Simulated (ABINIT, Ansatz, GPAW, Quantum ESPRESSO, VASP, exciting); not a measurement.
Pd: 7 runs at one level of theory

```xyz
1
Lattice="-0.0111 1.9552 1.9419 1.9711 0.0063 1.9244 1.9644 1.9311 0.0130" Properties=species:S:1:pos:R:3 pbc="T T T"
Pd   -0.0396    0.0408    0.0136
```

The given cell was strained at random by a few per cent at fixed volume.

Alike in all runs: task single point; functional PBE; k mesh 12 × 12 × 12; occupations fermi-dirac, width 0.05 eV; no spin polarisation; no spin-orbit coupling. Pressure is positive in compression and, in plane waves, holds the error of the finite cutoff, which Ansatz's Pulay term estimates and takes out.

```csv
program and potentials,plane-wave cutoff (eV),notes,band gap (eV),pressure (GPa),energy over the undisturbed cell (meV/atom)
"exciting, all-electron LAPW+lo, shipped species files, valence relativity iora*",-,-,no gap,-,1.79
"GPAW, GPAW PAW data sets (gpaw-data 1.2.1)",600,16 valence electrons an atom on average,no gap,6.98,1.79
"ABINIT, JTH PAW PBE v2.0",599,18 valence electrons an atom on average,no gap,6.71,1.62
"VASP, PBE PAW files Pd, 520 eV",520,10 valence electrons an atom on average,?,?,-
"Ansatz, Ansatz PAW (earlier soft set)",420,18 valence electrons an atom on average; Pulay term of +0.06 GPa included,no gap,7.01,1.80
"Ansatz, all-electron LAPW, scalar-relativistic",-,-,no gap,6.92,-
"Quantum ESPRESSO, SSSP 1.3 efficiency PBE",816,18 valence electrons an atom on average,no gap,6.84,1.84
```

**Question.** Estimate from the other rows what the run with VASP, PBE PAW files Pd, 520 eV gave.

**Answer.** No band gap; pressure 6.67 GPa. The other rows, which needn't bracket it: pressure 6.71 to 7.01; energy over the undisturbed cell 1.62 to 1.84.
